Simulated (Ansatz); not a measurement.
The system is HfB2.

```xyz
3
Lattice="3.1400 0.0000 0.0000 -1.5700 2.7193 0.0000 0.0000 0.0000 3.4800" Properties=species:S:1:pos:R:3 pbc="T T T"
Hf    0.0000    0.0000    0.0000
B     1.5700    0.9064    1.7400
B     0.0000    1.8129    1.7400
```

Below is the output of Ansatz 0.2.0 for this cell. Logs are shortened: lines on timing, memory, paths and dates and some standing lists are left out, and cuts for length are marked.

```text
Warning: RAYON_NUM_THREADS=2 ignored (pool sized by the plan → 2); use --threads N
scf.n_extra_bands = 7 over 16 filled bands (N_el = 32.0): the run solves 23 bands
Engine: ansatz 0.2.0, x86_64-unknown-linux-gnu
Pseudopotentials: kind: paw
Pseudopotential: Hf, paw, valence charge 26, recommended cutoff 420 eV (normal), Hf.paw.azcp
Pseudopotential: B, paw, valence charge 3, recommended cutoff 420 eV (normal), B.paw.azcp
Functional definition: BLYP
  parameter beta = 0.0042
  parameter a = 0.04918
  parameter b = 0.132
  parameter c = 0.2533
  parameter d = 0.349
  exchange = b88_x(beta = beta)
  correlation = lyp_c(a = a, b = b, c = c, d = d)
Crystal: 3 atoms, lattice volume = 29.715 Å³
Basis set: ecut = 420 eV, 563 PW (Γ), exchange–correlation on 48×48×48 points (8 copies of the dense FFT grid, shifted against one another)
Bands: 23, of which v1, the nominal top of the filled ones, is band 16 counted from 1 (15 counted from 0)
Symmetry: 24 space group operations
Space group: P6/mmm (ITA 191), of the structure as read, at distance tolerance 3.1e-5 Å
k-points: 70 of 800
Non-local potential: Hf, projectors of the file, l = 0: 3, l = 1: 2, l = 2: 2, l = 3: 3
Non-local potential: B, projectors of the file, l = 0: 2, l = 1: 2, l = 2: 1
PAW form: soft (Blöchl's): semilocal exchange-correlation on the pseudo side does not see the compensation charge
PAW frozen core: Hf, regenerated for the run's functional, and the local potential with it (the file was generated under x = pbe(κ = 0.804, μ = 0.2195149727645171), c = pbe(β = 0.06672455060314922))
PAW frozen core: B, regenerated for the run's functional, and the local potential with it (the file was generated under x = pbe(κ = 0.804, μ = 0.2195149727645171), c = pbe(β = 0.06672455060314922))
PAW one-centre angular grid: Hf, 590 points (default); XC on 64 Gauss nodes
PAW one-centre angular grid: B, 110 points (default); XC on 64 Gauss nodes
Initial density: superposition of atomic densities (neutral atoms: chi_scale 0, normalization atom), corrected by the library's trained network
Initial wavefunctions: pseudopotential atomic-orbital guess
Functional: x = b88, c = lyp
SCF iter   1: F=—  HF=-16060.178353 eV  |F-HF|=—  |Δ(HF+E_count)|=         —  Δρ=1.11e-2  dr2=4.49e-2  ethr=1.77e-3  ⟨swp⟩=4.8  Hψ=6368  notcnv=0  defer=11
preconditioner: auto → none  [insulator: Δε(μ)=0.252 eV  Ē_g=19.314 eV  σ=0.050 eV  W_gap=0.72  n_scr=8 (ndim 8)  ℏωp=37.3 eV  f_vac=0.000  D(μ)=0.32/eV (n_scr^D=0)  ε∞_Penn≈4.7]
SCF iter   2: F=—  HF=-16060.167159 eV  |F-HF|=—  |Δ(HF+E_count)|=   1.12e-2  Δρ=4.47e-3  dr2=6.97e-3  ethr=1.40e-4  ⟨swp⟩=2.0  Hψ=2541  notcnv=0  defer=114
SCF iter   3: F=—  HF=-16060.165467 eV  |F-HF|=—  |Δ(HF+E_count)|=   1.69e-3  Δρ=7.19e-4  dr2=1.16e-4  ethr=2.18e-5  ⟨swp⟩=2.5  Hψ=2536  notcnv=0  defer=114
SCF iter   4: F=—  HF=-16060.165307 eV  |F-HF|=—  |Δ(HF+E_count)|=   1.59e-4  Δρ=2.53e-4  dr2=4.86e-6  ethr=3.64e-7  ⟨swp⟩=2.0  Hψ=2621  notcnv=0  defer=114
SCF iter   5: F=—  HF=-16060.165307 eV  |F-HF|=—  |Δ(HF+E_count)|=   6.68e-7  Δρ=3.24e-5  dr2=1.33e-7  ethr=1.52e-8  ⟨swp⟩=2.1  Hψ=2561  notcnv=0  defer=114
SCF iter   6: F=-16060.165307 eV  HF=-16060.165307 eV  |F-HF|=1.27e-8  |Δ(HF+E_count)|=   1.77e-7  Δρ=4.88e-6  dr2=6.10e-9  ethr=3.13e-10  ⟨swp⟩=8.1  Hψ=7331  notcnv=0
SCF 1 converged in 6 iterations: F = -16060.165307 eV  dr2 = 6.10e-9
  greatest PAW one-centre occupation: 0.998 electrons in one spin orbital (limit 2), on the Hf atom at site 0 (counted from 0), in its partial waves of l = 3
NSCF: frozen V_eff on 129 k-points
SCF converged after 6 iterations
Free energy (F): -16060.165307 eV
Harris-Foulkes:  -16060.165307 eV  (|F-HF|=1.27e-8)
Internal energy: -16060.162594 eV  (E = F + TS)
E sigma→0 (E₀):  -16060.163951 eV
Entropy (-TS):   -0.002712 eV (-0.904 meV/atom)
Fermi energy:    20.917192 eV
--- Per-component energies (eV) ---
  E_band       = 140.566462
  E_kinetic    = 527.885778
  E_local      = -5276.757898  (includes V_loc(G=0)·N_el)
  E_nonlocal   = -1221.945341
  E_hartree    = 2515.618575
  E_xc         = -362.118411
  E_vxc        = -338.685718  (∫ρ·V_xc dr)
  E_paw        = -7115.925879  (= ΣΔE_a)
  E_vpaw       = 1418.825656  (= ΣTr[D̂ρ^β])
  E_aug_tail   = -0.000009  (compensation charges beyond the density's cutoff)
  E_ewald      = -5127.002568
  E_core_change = 0.083161  (= ΣΔE_core)
  E_smearing   = -0.002712  (= −TS)
  E_closure    = 0.000000  (closes the sum)
  Σ components = -16060.165307   (vs F -16060.165307, Δ=0.00e0)
--- Forces (eV/Å), atoms counted from 1 ---
  atom   1  Hf     0.00000000     0.00000000     0.00000000
  atom   2  B     -0.00000000     0.00000000     0.00000000
  atom   3  B     -0.00000000    -0.00000000     0.00000000
  max |Σ_I F_I| component: 1.11e-16 eV/Å
--- Stress (GPa, compression-positive) ---
        6.240875       0.000000       0.000000
        0.000000       6.240875       0.000000
        0.000000       0.000000      11.011741
  P = ⅓ Tr σ = 7.8312 GPa (78.312 kbar)
--- Band table (eV; the first three rows and the last of 70) ---
  k-point 0: bands = ["-41.0257", "-9.8790", "-9.4151", "-9.4151", "7.3660", "9.0805", "9.0964", "9.1125", "9.1125", "9.1144", "9.1144", "9.2042", "18.0424", "18.0424", "18.1009", "18.2794", "24.8751", "24.8751", "25.4468", "25.4468", "26.0446", "26.1133", "26.1133"]
  k-point 1: bands = ["-41.0247", "-9.9181", "-9.4123", "-9.4123", "7.6055", "9.0785", "9.0963", "9.1113", "9.1113", "9.1154", "9.1154", "9.2043", "16.5920", "18.2002", "18.2002", "19.6998", "23.6413", "23.6413", "24.9560", "24.9560", "26.0511", "27.7190", "27.7190"]
  k-point 2: bands = ["-41.0223", "-10.0112", "-9.4054", "-9.4054", "8.2640", "9.0782", "9.0962", "9.1040", "9.1040", "9.1227", "9.1227", "9.2043", "14.9654", "18.6550", "18.6550", "21.1591", "22.3802", "22.3802", "23.8140", "23.8140", "26.0678", "28.3641", "30.0347"]
  k-point 69: bands = ["-40.9661", "-9.9550", "-9.9535", "-9.8186", "9.0870", "9.0976", "9.1047", "9.1110", "9.1121", "9.1271", "9.1769", "11.4522", "12.4420", "15.6143", "17.7768", "17.8584", "25.4105", "26.5796", "27.3038", "27.7595", "27.9629", "28.5945", "30.0922"]
```

Question: What input gives this log?

Answer: Band structure with BLYP, no spin polarisation. The files as run (others can give the same):

input.yaml
```yaml
crystal:
  lattice:
    - [3.14, 0.0, 0.0]
    - [-1.57, 2.7193197679, 0.0]
    - [0.0, 0.0, 3.48]
  atoms:
    - { symbol: Hf, position: [0.0, 0.0, 0.0] }
    - { symbol: B, position: [0.6666666667, 0.3333333333, 0.5] }
    - { symbol: B, position: [0.3333333333, 0.6666666667, 0.5] }
hamiltonian:
  xc: blyp
  pseudopotentials: { kind: paw }
kpoints:
  mp_grid: { grid: [10, 10, 8] }
  band_path:
    path:
      - [[0.0, 0.0, 0.0], [0.5, 0.0, 0.0], [0.3333333333, 0.3333333333, 0.0], [0.0, 0.0, 0.0], [0.0, 0.0, 0.5], [0.5, 0.0, 0.5], [0.3333333333, 0.3333333333, 0.5], [0.0, 0.0, 0.5]]
      - [[0.5, 0.0, 0.5], [0.5, 0.0, 0.0]]
      - [[0.3333333333, 0.3333333333, 0.0], [0.3333333333, 0.3333333333, 0.5]]
    npoints: 14
scf:
  occupations: { method: fermi_dirac, width: 0.05 }
  n_extra_bands: 7
output:
  forces: true
  stress: true
  eigenvalues: true
  fatbands: false
```

Potentials or basis: Ansatz PAW.
Launch:
```console
$ ansatz run input.yaml --threads 2 --pin off --max-ram 5632MiB --backend cpu --events-out ev --progress --plain --runs-dir out
```

Caveat: spin-orbit coupling is left out, which moves the levels of the heavy elements; the PAW data sets come from PBE, with cores solved anew for the run's functional, which leaves a small shift of forces and pressure.
